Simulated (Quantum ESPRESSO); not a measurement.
A run of Quantum ESPRESSO 7.5 is set up as follows.

Contents of pw.in:

```
&CONTROL
  calculation = 'vc-relax'
  prefix = 'pwscf'
  outdir = './tmp'
  pseudo_dir = './pseudo'
  tprnfor = .true.
  tstress = .true.
  disk_io = 'low'
  nstep = 40
  forc_conv_thr = 0.0004
  etot_conv_thr = 1d-05
/
&SYSTEM
  ibrav = 0
  nat = 3
  ntyp = 2
  ecutwfc = 60
  ecutrho = 480
  nbnd = 20
  occupations = 'smearing'
  smearing = 'gaussian'
  degauss = 0.00367493
  vdw_corr = 'grimme-d2'
/
&ELECTRONS
  conv_thr = 6d-10
  electron_maxstep = 120
  mixing_beta = 0.5
/
&IONS
  ion_dynamics = 'bfgs'
/
&CELL
  cell_dynamics = 'bfgs'
  press = 0
  press_conv_thr = 0.3
/
ATOMIC_SPECIES
Sn   118.7100 Sn_pbe_v1.uspp.F.UPF
S     32.0600 s_pbe_v1.4.uspp.F.UPF
CELL_PARAMETERS angstrom
   3.6480000000    0.0000000000    0.0000000000
  -1.8240000000    3.1592606730    0.0000000000
   0.0000000000    0.0000000000    5.8990000000
ATOMIC_POSITIONS crystal
Sn     0.0000000000    0.0000000000    0.0000000000
S      0.3333333333    0.6666666667    0.2500000000
S      0.6666666667    0.3333333333    0.7500000000
K_POINTS automatic
8 8 5 0 0 0
```

Potentials or basis: SSSP 1.3 efficiency PBE.

Launch:

```console
$ OMP_NUM_THREADS=1 pw.x -in pw.in > pw.out
```

(1) Estimate the space group after relaxing (to 0.05 Å).

(2) Predict the relaxed cell.

Results:

(1) P-3m1 (No. 164).

(2) a = 3.690 Å, b = 3.690 Å, c = 5.898 Å, α = 90.00°, β = 90.00°, γ = 120.00°.
